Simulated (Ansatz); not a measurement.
## CuAu under changes of volume

One of the cells (14.556 Å³/atom); the others are scaled copies at fixed shape and fractional positions:

```
CELL_PARAMETERS angstrom
2.81075 0.00000 0.00000
0.00000 2.81075 0.00000
0.00000 0.00000 3.68500
ATOMIC_POSITIONS crystal
Au 0.00000 0.00000 0.00000
Cu 0.50000 0.50000 0.50000
```

```yaml
Program: Ansatz 0.2.0
Functional: LDA
Potentials_or_basis: Ansatz PAW
Cutoff: "420 eV (not typed: the program's choice for these potentials)"
k_mesh: 9 × 9 × 7
Occupations: fermi-dirac, width 0.05 eV
Spin: no spin polarisation
```

```csv
volume (Å³/atom),energy over the lowest point (meV/atom),pressure (GPa)
13.683,0.00,1.4
13.974,1.22,-2.6
14.265,9.25,-6.1
14.556,23.22,-9.2
14.847,?,?
15.139,66.00,-14.1
15.430,93.51,-16.1
```

Problem. What does the run at 14.847 Å³/atom give?

Solution. Energy over the lowest point 42.37 meV/atom; pressure -11.8 GPa.

Worked out: A Birch-Murnaghan fit of order 3 (a polynomial in V^(-2/3)) to the other rows has its minimum at 13.78 Å³/atom with B0 = V·E''(V) = 194 GPa and B' = 5.5 at fixed shape and positions, which overstates the stiffness. It gives 42.32 meV/atom at 14.847 Å³/atom, against the run's 42.37, and -dE/dV = -11.8 GPa, against -11.8.

Energies are extrapolated to zero smearing.

Caveats: the PAW data sets come from PBE, with cores solved anew for the run's functional, which leaves a small shift of forces and pressure.
